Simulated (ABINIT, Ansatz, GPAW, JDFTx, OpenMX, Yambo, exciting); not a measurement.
**The band gap of C, sorted by core time**

The structure is cubic, space group Fd-3m (No. 227). The conventional cell has a = 3.567 Å, b = 3.567 Å, c = 3.567 Å, α = 90.00°, β = 90.00°, γ = 90.00°. C (site symmetry -43m) has 4 C at 1.54 Å as nearest neighbours.

```csv
rung,level,program and potentials,cutoff (eV),k mesh,task,core time,chip,band gap (eV),miss (eV),notes
GGA,PBEsol,"Ansatz, JTH PAW",780,13 × 13 × 13,band structure,2.8 s,Intel Xeon,4.00,-1.47,potentials made for PBE; from the band path
LDA,LDA,"JDFTx, SG15-PBE-1.2 with smoothed tails",1361,13 × 13 × 13,band structure,2.8 s,Intel Xeon 6975P-C Granite Rapids,3.95,-1.52,"potentials made for PBE; from the band path; far from this level's other runs, on another mesh"
GGA,PBEsol,"JDFTx, SG15-PBE-1.2 with smoothed tails",1361,13 × 13 × 13,band structure,2.8 s,Intel Xeon 6975P-C Granite Rapids,4.00,-1.47,potentials made for PBE; from the band path
GGA,PBEsol,"Ansatz, Ansatz PAW (files of its older set among them)",820,13 × 13 × 13,band structure,3.4 s,Intel Xeon,(a),?,"potentials made for PBE, which Ansatz adapts in part; from the band path"
Hartree-Fock,Hartree-Fock on PBEsol,"Yambo, PseudoDojo 0.4.1 SR PBEsol standard",1116,6 × 6 × 6,Hartree-Fock levels,4.9 s,Intel Xeon 6975P-C Granite Rapids,11.89,+6.42,coarse mesh
LDA,LDA,"ABINIT, PseudoDojo NC SR LDA v0.4 stringent",1007,10 × 10 × 10,single point,11 s,Arm Neoverse N1,4.18,-1.29,mesh may miss the edge
GGA,BP86,"GPAW, PAW data sets generated for this functional",800,10 × 10 × 10,band structure,15 s,Intel Xeon Platinum 8488C Sapphire Rapids,4.18,-1.29,from the band path
LDA,LDA,"exciting, all-electron LAPW+lo, shipped species files, valence relativity iora*",-,8 × 8 × 8,single point,24 s,AMD EPYC 7R43 Zen 3,(b),?,mesh may miss the edge
GGA,PBE,"ABINIT, PseudoDojo NC SR PBE v0.4.1 standard",1116,13 × 13 × 13,band structure,26 s,Arm Neoverse V2,(c),?,from the band path
GGA,PBE,"OpenMX, OpenMX 2013 PBE set, C6.0-s2p2, grid cutoff 300 Ry",-,13 × 13 × 13,band structure,44 s,Arm Neoverse V1,4.60,-0.87,atomic basis
meta-GGA,r2SCAN,"exciting, all-electron LAPW+lo, shipped species files, valence relativity zora",-,8 × 8 × 8,density of states,72 s,AMD EPYC 7R43 Zen 3,4.35,-1.12,mesh may miss the edge
GGA,PBE,"OpenMX, OpenMX 2013 PBE set, C6.0-s2p2d1, grid cutoff 300 Ry",-,13 × 13 × 13,band structure,76 s,Arm Neoverse V2,4.29,-1.18,atomic basis; from the band path
GGA,PBE,"OpenMX, OpenMX 2013 PBE set, C6.0-s3p2d2, grid cutoff 300 Ry",-,13 × 13 × 13,band structure,2.7 min,Arm Neoverse V1,4.25,-1.22,atomic basis; from the band path
```

Times are single runs on shared hosts and different chips, so they are rough; meshes, cutoffs and the tasks' sizes weigh on the time. All rows: no spin polarisation. Gaps are the least found on the k mesh or the band path, and a mesh can miss the band edges. The cell comes from a database and isn't always the measured one. Meshes differ between rows, which moves values too. All levels ran on this one cell, unrelaxed unless noted. Meshes are those of the run's cell of 2 atoms unless a note names another. Misses use the values as printed. Runs on faulty files, with rough fits or with known faults for this quantity aren't shown. No row holds spin-orbit coupling.

Measured: 5.47 eV at 300 K (a printed reference work). The runs are for a static lattice.

Task: Estimate the values left out from the other rows.

Result: (a) 4.01 eV, miss -1.46; (b) 4.10 eV, miss -1.37; (c) 4.19 eV, miss -1.28.
